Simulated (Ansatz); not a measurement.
Crystal: Lu.

```xyz
2
Lattice="3.5031 0.0000 0.0000 -1.7515 3.0338 0.0000 0.0000 0.0000 5.5509" Properties=species:S:1:pos:R:3 pbc="T T T"
Lu    1.7516    1.0113    4.1632
Lu    0.0000    2.0225    1.3877
```

Base run:

- Program: Ansatz 0.2.0
- Functional: PBEsol
- Potentials or basis: all-electron LAPW, inner shells corrected to Dirac's equation
- Cutoff: 173 eV
- Density cutoff: 690 eV
- Basis error allowed: 0.001 eV/atom
- k mesh: 9 × 9 × 5
- Occupations: fermi-dirac, width 0.05 eV
- Spin: no spin polarisation

Its results: pressure -3.0 GPa.

Task: The run is repeated on the same cell with these changes: potentials or basis from all-electron LAPW, inner shells corrected to Dirac's equation to all-electron LAPW, non-relativistic. What comes out?

Result: Pressure 0.3 GPa.

Caveats: relativity is left out, which matters for the heavier elements (some runs).

Not every run made on this cell is shown here.
